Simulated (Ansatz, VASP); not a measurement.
# C: VASP beside Ansatz

```
CELL_PARAMETERS angstrom
0.00000 1.78337 1.78337
1.78337 0.00000 1.78337
1.78337 1.78337 0.00000
ATOMIC_POSITIONS crystal
C 0.00000 0.00000 0.00000
C 0.25000 0.25000 0.25000
```

This isn't the form of C at room conditions, which is graphite.

Alike in both runs: task single point; functional PBE; k mesh 8 × 8 × 8; no spin polarisation.

```csv
,VASP,Ansatz
version,VASP 6.6.1,Ansatz 0.2.0
potentials or method,"VASP PAW PBE potentials, release 64 (C)","plane waves, PAW"
plane-wave cutoff (eV),520,490
occupations,"gaussian, width 0.01 eV",fixed
valence electrons in the cell,8,8
```

Ansatz gave:

* pressure (GPa): 1.8

Problem. What did VASP give for the same quantities?

Solution. Pressure (GPa): 2.5.
